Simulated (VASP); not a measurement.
# SiSe: single point with PBE0(alpha)

Crystal: SiSe.

```
Si Se
1.0
     3.59520    0.00000    0.00000
    -1.79760    3.11353    0.00000
     0.00000    0.00000    3.59873
Si Se
1 1
Cartesian
  1.7976 1.0378 1.7994
  0.0000 0.0000 0.0000
```

The cell was built by a generator and needn't be a form met in nature.

```yaml
Program: VASP 6.6.1
Task: single point
Functional: PBE0(alpha)
Potentials_or_basis: VASP PAW PBE potentials, release 64 (Si, Se)
Cutoff: 520 eV
k_mesh: 5 × 5 × 4
Occupations: fermi-dirac, width 0.05 eV
Spin: no spin polarisation
Share_of_exact_exchange: 0.2
Grid_for_exact_exchange_PRECFOCK: Fast
Exchange_at_q_=_0: truncated
Further_INCAR_settings: ALGO = Normal; EDIFF = 1e-07
```

- Pressure: -2.8 GPa
- Band gap on the k mesh: none (metal or under the smearing width)

Stress tensor (GPa, compression positive):
```
-2.69  0.00  0.00
 0.00 -2.69  0.00
 0.00  0.00 -3.02
```

Levels at points of the mesh, in eV from the Fermi level:
```csv
k point,band 2,band 3,band 4,band 5,band 6,band 7,band 8,band 9
"(0.00, 0.00, 0.00)",-5.84,-4.83,-2.79,-2.79,3.24,3.24,3.80,7.44
"(0.00, 0.00, 0.50)",-11.61,-1.64,-1.64,1.76,2.18,3.03,3.03,7.88
```

It took 120 s on 1 thread of Intel(R) Xeon(R) 6975P-C (Granite Rapids), with other jobs on the host, peak memory 0.16 GiB.

Caveat: the k mesh is coarse (spacing up to 0.44 Å⁻¹), so the values aren't converged, least of all with exact exchange; the PAW data sets were made with another functional, which shifts forces and pressure a little.
